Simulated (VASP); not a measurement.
**W: relaxation of the atoms with PBE+D3(BJ)**

W:

```xyz
1
Lattice="-1.5801 1.5801 1.5801 1.5801 -1.5801 1.5801 1.5801 1.5801 -1.5801" Properties=species:S:1:pos:R:3 pbc="T T T"
W     0.0000    0.0000    0.0000
```

```json
{
  "Program": "VASP 6.6.1",
  "Task": "relaxation of the atoms",
  "Functional": "PBE",
  "Dispersion": "D3(BJ)",
  "Potentials or basis": "VASP PAW PBE potentials, release 64 (W_sv)",
  "Cutoff": "600 eV",
  "k mesh": "16 × 16 × 16",
  "Occupations": "methfessel-paxton, width 0.1 eV",
  "Spin": "no spin polarisation",
  "Further INCAR settings": "ALGO = Fast; EDIFF = 1e-07; IBRION = 2; EDIFFG = -0.01; NSW = 40"
}
```

| Quantity | Value |
| --- | --- |
| Pressure after relaxing | 0.0 GPa |
| Band gap on the k mesh | none (metal or under the smearing width) |
| Dispersion energy per atom | -0.699 eV |

Final structure:
```
W
1.0
    -1.58008    1.58008    1.58008
     1.58008   -1.58008    1.58008
     1.58008    1.58008   -1.58008
W
1
Direct
  0.00000 0.00000 0.00000
```

Levels at points of the mesh, in eV from the Fermi level:
| k point | band 4 | band 5 | band 6 | band 7 | band 8 | band 9 | band 10 | band 11 |
| --- | --- | --- | --- | --- | --- | --- | --- | --- |
| (0.00, 0.00, 0.00) | -37.78 | -9.71 | -1.28 | -1.28 | -1.28 | 2.23 | 2.23 | 14.48 |
| (0.50, 0.00, 0.00) | -37.78 | -6.35 | -3.64 | 0.64 | 2.12 | 3.11 | 6.15 | 11.45 |
| (0.50, 0.50, 0.50) | -38.69 | -5.92 | -5.92 | 5.15 | 5.15 | 5.15 | 8.24 | 8.24 |

It took 21 s on 1 thread of Intel(R) Xeon(R) Platinum 8488C (Sapphire Rapids), on a shared host, peak memory 0.17 GiB.

Caveat: the relaxation stopped at its first step, so nothing moved; pairwise dispersion overbinds metals, which lowers pressure and volume. The run has no spin-orbit coupling, so splittings on W are missing.
